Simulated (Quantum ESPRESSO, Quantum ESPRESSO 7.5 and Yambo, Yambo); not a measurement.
## P (puckered monolayer): G0W0 with Yambo, start to end

How does a plane-wave GW calculation on P (puckered monolayer) run from the first input to the gap?

Method: PBE and many-body steps on it, plane waves, in Quantum ESPRESSO 7.5 and Yambo 5.3.0.

**Experimental background.**

- Gap 1.75 ± 0.04 eV: optical gap, 1L, PL exciton peak; photoluminescence; 263 K; monolayer (mechanically exfoliated monolayer on 275 nm SiO2/Si, nitrogen flow) on SiO2/Si (“Optical Tuning of Exciton and Trion Emissions in Monolayer Phosphorene”, 2015, arxiv:1504.06386).

- Gap 1 eV: monolayer transport gap from transistor characteristics; field-effect transistor transfer characteristics; monolayer (quoted in “Exceptional and Anisotropic Transport Properties of Photocarriers in Black Phosphorus”, 2015, arxiv:1503.08525).

- Gap 2.2 eV: quasiparticle gap; monolayer (quoted in “Experimental evidence of monolayer arsenene: An exotic two-dimensional semiconducting material”, 2018, arxiv:1812.05978).

- Gap 1.67 eV: optical gap from PL emission peak, 1 layer; photoluminescence; monolayer (exfoliated monolayer) (“Infrared fingerprints of few-layer black phosphorus”, 2017, pmc:5227111).

- Gap 1.991 ± 0.036 eV: optical gap, neutral exciton PL emission energy (mean over flakes); low-temperature micro-photoluminescence; monolayer (exfoliated flakes on Si with 300 nm SiO2) on SiO2/Si (“Excitons in atomically thin black phosphorus”, 2016, arxiv:1601.01110).

This is a selection; 2 further reports are not listed.

## (1) Set-up

The cell holds 4 atoms: 4 P. Cell: a = 4.627 Å, b = 3.304 Å, c = 14.000 Å, α = 90.0°, β = 90.0°, γ = 90.0°. Vacuum lies along c.

The structure was relaxed with PBE. The runs that relaxed it are not among those shown.

## (2) Ground state

This step: Quantum ESPRESSO 7.5; DFT, PBE, plane waves, norm-conserving pseudopotentials.

The ground-state density comes first.

pw.in reads:

```
&control
  calculation = 'scf'
  prefix = 'x'
  outdir = 'o'
  pseudo_dir = 'pseudo'
/
&system
  ibrav = 0
  nat = 4
  ntyp = 1
  ecutwfc = 36.0
  nbnd = 16
  force_symmorphic = .true.
/
&electrons
  conv_thr = 1e-10
  electron_maxstep = 80
  mixing_beta = 0.5
/
ATOMIC_SPECIES
  P 30.974 P.upf
CELL_PARAMETERS angstrom
  4.6271599610 0.0000000000 0.0000000000
  0.0000000000 3.3043513570 0.0000000000
  0.0000000000 0.0000000000 14.0000000000
ATOMIC_POSITIONS crystal
  P 0.0887696193 0.0000000000 0.5752654040
  P 0.4112303807 0.5000000000 0.5752654040
  P 0.5887696193 0.5000000000 0.4247346300
  P 0.9112303807 0.0000000000 0.4247346300
K_POINTS automatic
  8 10 1 0 0 0
```

Started as:

```sh
OMP_NUM_THREADS=1 mpirun -n 8 pw.x -nk 8 -in pw.in > pw.out
```

The program printed:

```text
Program PWSCF v.7.5 starts

     This program is part of the open-source Quantum ESPRESSO suite
     for quantum simulation of materials; please cite
         "P. Giannozzi et al., J. Phys.:Condens. Matter 21 395502 (2009);
         "P. Giannozzi et al., J. Phys.:Condens. Matter 29 465901 (2017);
         "P. Giannozzi et al., J. Chem. Phys. 152 154105 (2020);
     in publications or presentations arising from this work. More details at
     Message from routine setup:
     using ibrav=0 with symmetry is DISCOURAGED, use correct ibrav instead

     G-vector sticks info

     bravais-lattice index     =            0
     lattice parameter (alat)  =       8.7441  a.u.
     unit-cell volume          =    1444.5260 (a.u.)^3
     number of atoms/cell      =            4
     number of atomic types    =            1
     number of electrons       =        20.00
     number of Kohn-Sham states=           16
     kinetic-energy cutoff     =      36.0000  Ry
     charge density cutoff     =     144.0000  Ry
     scf convergence threshold =      1.0E-10
     mixing beta               =       0.5000
     number of iterations used =            8  plain     mixing
     Exchange-correlation= PBE
                           (   1   4   3   4   0   0   0)

     celldm(1)=   8.744065  celldm(2)=   0.000000  celldm(3)=   0.000000
     celldm(4)=   0.000000  celldm(5)=   0.000000  celldm(6)=   0.000000

     crystal axes: (cart. coord. in units of alat)
               a(1) = (   1.000000   0.000000   0.000000 )
               a(2) = (   0.000000   0.714121   0.000000 )
               a(3) = (   0.000000   0.000000   3.025614 )

     reciprocal axes: (cart. coord. in units 2 pi/alat)
               b(1) = (  1.000000  0.000000  0.000000 )
               b(2) = (  0.000000  1.400323  0.000000 )
               b(3) = (  0.000000  0.000000  0.330511 )
     Pseudo is Norm-conserving + core correction, Zval =  5.0
     Generated using ONCVPSP code by D. R. Hamann
     Using radial grid of 1298 points,  6 beta functions with:
     P                 5.00    30.97400     P ( 1.00)

      4 Sym. Ops., with inversion, found

   Cartesian axes

     site n.     atom                  positions (alat units)
         1        P      tau(   1) = (   0.0887696   0.0000000   1.7405311  )
         2        P      tau(   2) = (   0.4112304   0.3570604   1.7405311  )
         3        P      tau(   3) = (   0.5887696   0.3570604   1.2850830  )
         4        P      tau(   4) = (   0.9112304   0.0000000   1.2850830  )

     number of k points=    30
                       cart. coord. in units 2pi/alat
        k(    1) = (   0.0000000   0.0000000   0.0000000), wk =   0.0250000
        k(    2) = (   0.0000000   0.1400323   0.0000000), wk =   0.0500000
        k(    3) = (   0.0000000   0.2800646   0.0000000), wk =   0.0500000
        k(    4) = (   0.0000000   0.4200970   0.0000000), wk =   0.0500000
        k(    5) = (   0.0000000   0.5601293   0.0000000), wk =   0.0500000
        k(    6) = (   0.0000000  -0.7001616   0.0000000), wk =   0.0250000
        k(    7) = (   0.1250000   0.0000000   0.0000000), wk =   0.0500000
        k(    8) = (   0.1250000   0.1400323   0.0000000), wk =   0.1000000
        k(    9) = (   0.1250000   0.2800646   0.0000000), wk =   0.1000000
        k(   10) = (   0.1250000   0.4200970   0.0000000), wk =   0.1000000
     [... 18 further rows ...]
        k(   29) = (  -0.5000000   0.5601293   0.0000000), wk =   0.0500000
        k(   30) = (  -0.5000000  -0.7001616   0.0000000), wk =   0.0250000

     Dense  grid:    42135 G-vectors     FFT dimensions: (  36,  24, 108)

     Initial potential from superposition of free atoms

     starting charge      19.9994, renormalised to      20.0000
     Starting wfcs are   16 randomized atomic wfcs

     per-process dynamical memory:    36.1 Mb

     Self-consistent Calculation

     iteration #  1     ecut=    36.00 Ry     beta= 0.50

     Threshold (ethr) on eigenvalues was too large:
     Diagonalizing with lowered threshold

     total energy              =     -55.39353951 Ry
     estimated scf accuracy    <       0.06360606 Ry

     iteration #  2     ecut=    36.00 Ry     beta= 0.50

     total energy              =     -55.39341003 Ry
     estimated scf accuracy    <       0.01166156 Ry

     iteration #  3     ecut=    36.00 Ry     beta= 0.50

     total energy              =     -55.39401512 Ry
     estimated scf accuracy    <       0.00022958 Ry

     iteration #  4     ecut=    36.00 Ry     beta= 0.50

     total energy              =     -55.39410088 Ry
     estimated scf accuracy    <       0.00002297 Ry

     iteration #  5     ecut=    36.00 Ry     beta= 0.50

     total energy              =     -55.39410487 Ry
     estimated scf accuracy    <       0.00000171 Ry

     iteration #  6     ecut=    36.00 Ry     beta= 0.50

     total energy              =     -55.39410532 Ry
     estimated scf accuracy    <       0.00000011 Ry

     iteration #  7     ecut=    36.00 Ry     beta= 0.50

     total energy              =     -55.39410536 Ry
     estimated scf accuracy    <       0.00000002 Ry

     iteration #  8     ecut=    36.00 Ry     beta= 0.50

     total energy              =     -55.39410537 Ry
     estimated scf accuracy    <          8.5E-10 Ry

     iteration #  9     ecut=    36.00 Ry     beta= 0.50

     total energy              =     -55.39410537 Ry
     estimated scf accuracy    <          1.2E-10 Ry

     iteration # 10     ecut=    36.00 Ry     beta= 0.50

     End of self-consistent calculation

          k = 0.0000 0.0000 0.0000 (  5269 PWs)   bands (ev):

   -15.6602 -13.2036  -9.9048  -6.3707  -5.4491  -5.2021  -4.0400  -2.4635
    -2.3761  -0.7382   0.1694   0.9047   1.9161   2.5506   3.7418   3.7988

          k = 0.0000 0.1400 0.0000 (  5272 PWs)   bands (ev):

   -15.5418 -13.0798  -9.9528  -6.2815  -5.5568  -5.0979  -4.6857  -3.1109
    -2.3315  -0.7626   0.2799   1.8741   1.9288   2.8067   3.8741   3.9060

          k = 0.0000 0.2801 0.0000 (  5258 PWs)   bands (ev):

   -15.1890 -12.7095 -10.1976  -6.2147  -6.0304  -5.6813  -4.7943  -3.7875
    -2.2775  -0.9587   0.6014   0.8984   3.2587   3.3621   3.8844   4.2675

          k = 0.0000 0.4201 0.0000 (  5264 PWs)   bands (ev):

     [... further k-points ...]

     highest occupied, lowest unoccupied level (ev):    -0.7382    0.1694

!    total energy              =     -55.39410537 Ry
     estimated scf accuracy    <          6.3E-11 Ry

     The total energy is the sum of the following terms:
     one-electron contribution =    -191.91508242 Ry
     hartree contribution      =      99.77041264 Ry
     xc contribution           =     -16.31287725 Ry
     ewald contribution        =      53.06344167 Ry

     convergence has been achieved in  10 iterations

     XML data file, charge density, pseudopotentials, collected wavefunctions

=------------------------------------------------------------------------------=
   JOB DONE.
=------------------------------------------------------------------------------=
```

It took 12 s on 8 MPI ranks of Arm Neoverse V2, shared host; peak memory 0.6 GiB; 59 s of CPU time.

Numbers from this step:

```yaml
total_energy: -753.6752 eV
gap: 0.9076 eV
k_of_the_valence_top: 0, 0, 0
k_of_the_conduction_bottom: 0, 0, 0
least_direct_gap: 0.9076 eV
```

The gap is direct, at Γ.

## (3) Empty states on the mesh, 6×6×1 mesh, 70 bands

The sums over transitions need many empty states on a uniform mesh; this step solves for them.

Changes to pw.in since step 2:

```diff
@@ -1,3 +1,3 @@
 &control
-  calculation = 'scf'
+  calculation = 'nscf'
   prefix = 'x'
@@ -11,3 +11,3 @@
   ecutwfc = 36.0
-  nbnd = 16
+  nbnd = 70
   force_symmorphic = .true.
@@ -15,5 +15,6 @@
 &electrons
-  conv_thr = 1e-10
+  conv_thr = 1e-9
   electron_maxstep = 80
-  mixing_beta = 0.5
+  diago_full_acc = .true.
+  diago_thr_init = 5e-6
 /
@@ -31,2 +32,2 @@
 K_POINTS automatic
-  8 10 1 0 0 0
+  6 6 1 0 0 0
```

Started as:

```sh
OMP_NUM_THREADS=1 mpirun -n 8 pw.x -nk 4 -in pw.in > pw.out
```

The program printed:

```text
[banner, memory and clock lines left out]
Program PWSCF v.7.5 starts

     Atomic positions and unit cell read from directory:
     o/x.save/

     Message from routine setup:
     using ibrav=0 with symmetry is DISCOURAGED, use correct ibrav instead

     bravais-lattice index     =            0
     lattice parameter (alat)  =       8.7441  a.u.
     unit-cell volume          =    1444.5260 (a.u.)^3
     number of atoms/cell      =            4
     number of atomic types    =            1
     number of electrons       =        20.00
     number of Kohn-Sham states=           70
     kinetic-energy cutoff     =      36.0000  Ry
     charge density cutoff     =     144.0000  Ry
     Exchange-correlation= PBE
                           (   1   4   3   4   0   0   0)

     celldm(1)=   8.744065  celldm(2)=   0.000000  celldm(3)=   0.000000
     celldm(4)=   0.000000  celldm(5)=   0.000000  celldm(6)=   0.000000

     crystal axes: (cart. coord. in units of alat)
               a(1) = (   1.000000   0.000000   0.000000 )
               a(2) = (   0.000000   0.714121   0.000000 )
               a(3) = (   0.000000   0.000000   3.025614 )

     reciprocal axes: (cart. coord. in units 2 pi/alat)
               b(1) = (  1.000000  0.000000  0.000000 )
               b(2) = (  0.000000  1.400323  0.000000 )
               b(3) = (  0.000000  0.000000  0.330511 )
     Pseudo is Norm-conserving + core correction, Zval =  5.0
     Generated using ONCVPSP code by D. R. Hamann
     Using radial grid of 1298 points,  6 beta functions with:
     P                 5.00    30.97400     P ( 1.00)

      4 Sym. Ops., with inversion, found

   Cartesian axes

     site n.     atom                  positions (alat units)
         1        P      tau(   1) = (   0.0887696   0.0000000   1.7405311  )
         2        P      tau(   2) = (   0.4112304   0.3570604   1.7405311  )
         3        P      tau(   3) = (   0.5887696   0.3570604   1.2850830  )
         4        P      tau(   4) = (   0.9112304   0.0000000   1.2850830  )

     number of k points=    16
                       cart. coord. in units 2pi/alat
        k(    1) = (   0.0000000   0.0000000   0.0000000), wk =   0.0555556
        k(    2) = (   0.0000000   0.2333872   0.0000000), wk =   0.1111111
        k(    3) = (   0.0000000   0.4667744   0.0000000), wk =   0.1111111
[...]
[... 4 further rows ...]
        k(   15) = (  -0.5000000   0.4667744   0.0000000), wk =   0.1111111
        k(   16) = (  -0.5000000  -0.7001616   0.0000000), wk =   0.0555556

     Dense  grid:    42135 G-vectors     FFT dimensions: (  36,  24, 108)

     The potential is recalculated from file :
     o/x.save/charge-density

     Starting wfcs are   16 randomized atomic wfcs +   54 random wfcs

     Band Structure Calculation

     End of band structure calculation

          k = 0.0000 0.0000 0.0000 (  5269 PWs)   bands (ev):

   -15.6601 -13.2036  -9.9047  -6.3707  -5.4491  -5.2020  -4.0400  -2.4635
    -2.3760  -0.7381   0.1695   0.9047   1.9161   2.5507   3.7418   3.7988
     5.2578   5.6338   5.7822   6.2375   6.3131   7.1976   7.3708   8.5129
[...]
22.5396  22.6203  23.2807  23.6469  23.6523  23.7685

          k = 0.0000 0.2334 0.0000 (  5280 PWs)   bands (ev):

[...]
21.6793  22.0882  22.3541  22.4186  22.5919  22.8052

          k = 0.0000 0.4668 0.0000 (  5286 PWs)   bands (ev):

[...]
17.0496  17.2898  17.4847  17.6943  17.8004  17.8082  18.3250  18.3296
    18.4329  18.6059  19.1036  19.1300  19.7536  20.2576  20.7806  21.0444
    21.1171  21.3265  21.4919  21.6530  22.1546  22.1839

          k = 0.0000-0.7002 0.0000 (  5320 PWs)   bands (ev):

     [... further k-points ...]

     highest occupied, lowest unoccupied level (ev):    -0.7381    0.1695

     XML data file, pseudopotentials, collected wavefunctions
```

The job ended after 14 s (8 MPI ranks; peak memory 0.5 GiB).

This step gave:

```yaml
gap: 0.9076 eV
k_of_the_valence_top: 0, 0, 0
k_of_the_conduction_bottom: 0, 0, 0
least_direct_gap: 0.9076 eV
k_points_computed: 16
lowest_point_of_the_top_converged_band_above_the_valence_top: 22.67 eV
```

On this mesh the gap is 0.908 eV.

## (4) Conversion and set-up

This step: Yambo 5.3.0; conversion and set-up on PBE, plane waves, norm-conserving pseudopotentials.

The states are converted to the many-body program's format and the q mesh is built.

Started as:

```sh
(cd o/x.save; p2y > p2y.log; mv SAVE ../..); yambo > setup.log
```

The program printed:

```text
 Yambo, version 5.3.0

 [02] CORE Variables Setup
 =========================

  [02.01] Unit cells
  ==================

  Cell kind             :  Unknown
  Atoms in the cell     :  P
  number of P  atoms    :   4

  List of atomic masses
  Mass of P     :  30.97400

  List of atomic coordinates    : [cc]
  P1       :   0.77621   0.00000  15.21932  order 1
  P2       :   3.59583   3.12216  15.21932  order 2
  P3       :   5.14824   3.12216  11.23685  order 3
  P4       :   7.96786   0.00000  11.23685  order 4

  Alat factors          :   8.74407   6.24432  26.45617 [a.u.]
  Direct lattice volume :   1444.53    [a.u.]
  Direct lattice vectors:  A[ 1 ]  A[ 2 ]  A[ 3 ]
   A[ 1 ]:  1.000000  0.000000  0.000000  [iru]
   8.744065  0.000000  0.000000  [cc]
   A[ 2 ]:  0.000000  1.000000  0.000000  [iru]
   0.000000  6.244319  0.000000  [cc]
   A[ 3 ]:  0.000000  0.000000  1.000000  [iru]
    0.00000   0.00000  26.45617  [cc]

  Recip. lattice volume :  0.171717 [a.u.]
  Recip. lattice vectors:  B[ 1 ]  B[ 2 ]  B[ 3 ]
   B[ 1 ]:  1.000000  0.000000  0.000000  [iku]
   0.718566  0.000000  0.000000  [cc]
   B[ 2 ]:  0.000000  1.000000  0.000000  [iku]
   0.000000  1.006224  0.000000  [cc]
   B[ 3 ]:  0.000000  0.000000  1.000000  [iku]
   0.000000  0.000000  0.237494  [cc]

  [02.02] Symmetries
  ==================

  Inversion symmetry    : yes
  Spatial inversion     : yes
  Inversion index       :  3
  K-space Time-reversal : no
  Magnetic symmetries   : no
  Group table correct   : yes
  Symmetries units      :  [cc]

   [S 1]:  1.000000  0.000000  0.000000  0.000000  1.000000  0.000000  0.000000  0.000000  1.000000
   [S 2]: -1.000000  0.000000  0.000000  0.000000  1.000000  0.000000  0.000000  0.000000 -1.000000
   [S 3]: -1.000000  0.000000  0.000000  0.000000 -1.000000  0.000000  0.000000  0.000000 -1.000000
   [S 4]:  1.000000  0.000000  0.000000  0.000000 -1.000000  0.000000  0.000000  0.000000  1.000000

  [02.03] Reciprocal space
  ========================

  nG shells         :   5854
  nG charge         :   42135
  nG WFs            :   6937
  nC WFs            :   5320
  G-vecs. in first 80 shells:  [ Number ]
    1   3   5   7   9  13  17  19  21
    25   29   33   35   39   43   47   55   63
    67   71   73   81   83   87   91   95  103
[...]
331   339   347   355   363   367   371   379
  ...
  Shell energy in first 80 shells:  [ mHa ]
[...]
2311.34      2323.52      2351.72      2395.95      2414.56      2436.32      2476.20      2536.96      2542.51
    2554.18      2569.32      2577.33      2730.02      2734.37      2774.74      2790.58      2820.17      2829.76
    2837.58      2857.96      2920.80      2942.57      2988.19      3028.56      3040.24      3048.75
  ...

  [02.04] K-grid lattice
  ======================

  Compatible Grid is   : 2D
  Base K vectors       :  K_min[ 1 ]  K_min[ 2 ]  K_min[ 3 ]
[...]
K [15]         [rlu]: -0.500000  0.333333  0.000000
         WF components:   5278
  K [16]         [rlu]: -0.500000 -0.500000  0.000000
         WF components:   5268

  [02.05] Energies & Occupations
  ==============================

  [X] === General ===
  [X] Electronic Temperature                        :  0.000000  0.000000 [eV K]
  [X] Bosonic    Temperature                        :  0.000000  0.000000 [eV K]
  [X] Finite Temperature mode                       : no
  [X] El. density                                   :  0.93433E+23 [cm-3]
  [X] Fermi Level                                   : -0.738122 [eV]

  [X] === Gaps and Widths ===
  [X] Conduction Band Min                           :  0.907577 [eV]
  [X] Valence Band Max                              :  0.000000 [eV]
  [X] Filled Bands                                  :  10
  [X] Empty Bands                                   :   11   70
  [X] Direct Gap                                    :  0.907577 [eV]
  [X] Direct Gap localized at k                     :  1
  [X] Indirect Gap                                  :  0.907577 [eV]
  [X] Indirect Gap between kpts                     :  1  1
  [X] Last valence band width                       :  1.926594 [eV]
  [X] 1st conduction band width                     :  1.893679 [eV]

  E @ K [ 1]:  [eV]
  -14.92202 -12.46547  -9.16657  -5.63256  -4.71094  -4.46390  -3.30183  -1.72536
[...]
occ @ K [ 1]
[...]
E @ K [ 2]:  [eV]
[...]
occ @ K [ 2]
[...]
E @ K [ 3]:  [eV]
[...]
occ @ K [ 3]
[...]
E @ K [ 8]:  [eV]
[...]
occ @ K [ 8]
[...]
E @ K [ 9]:  [eV]
[...]
occ @ K [ 9]
[...]
E @ K [10]:  [eV]
[...]
occ @ K [10]
[...]
E @ K [11]:  [eV]
[...]
occ @ K [11]
[...]
E @ K [12]:  [eV]
[...]
occ @ K [12]
[...]
E @ K [13]:  [eV]
[...]
occ @ K [13]
[...]
E @ K [14]:  [eV]
[...]
occ @ K [14]
[...]
E @ K [15]:  [eV]
[...]
occ @ K [15]
[...]
E @ K [16]:  [eV]
[...]
occ @ K [16]
[...]
2.000000  2.000000  0.000000  0.000000  0.000000  0.000000  0.000000  0.000000
   0.000000  0.000000  0.000000  0.000000  0.000000  0.000000  0.000000  0.000000

 [03] Transferred momenta grid and indexing
 ==========================================

 IBZ Q-points                                      :  16
 BZ  Q-points                                      :   36

 K/Q-points units:
 rlu = crystal or reduced units; cc = cartesian coordinates; iku = interal k-units

 Q [ 1]         [rlu]:  0.000000  0.000000  0.000000
 Q [ 2]         [rlu]:  0.000000  0.166667  0.000000
 Q [ 3]         [rlu]:  0.000000  0.333333  0.000000
[...]
Q [ 8]         [rlu]:  0.166667 -0.500000  0.000000
 Q [ 9]         [rlu]:  0.333333  0.000000  0.000000
 Q [10]         [rlu]:  0.333333  0.166667  0.000000
     [... 4 further rows ...]
 Q [15]         [rlu]: -0.500000  0.333333  0.000000
 Q [16]         [rlu]: -0.500000 -0.500000  0.000000

  [03.01] X indexes
  =================

   [03.01.01] Sigma indexes
   ========================

 [06] Game Over & Game summary
```

Elapsed: 2.2 s, on 1 MPI rank; peak memory 0.24 GiB.

(Continued in part 2 of 2.)

[Paths, hosts, dates, memory and timing lines, banners, echoed tables and standing remarks are left out of the program output.]

[Logs are printed without paths, hosts, clocks, repeated set-up lines and the standing remarks that a program may print on its own settings, such as how far it seeks lower states.]

[Runs of the session that timed out or met a known fault of the program may be left out.]

[Hosts, paths, dates, database ids (printed as entryN), source tags and the programs' standing remarks are cut or masked in the printed files.]
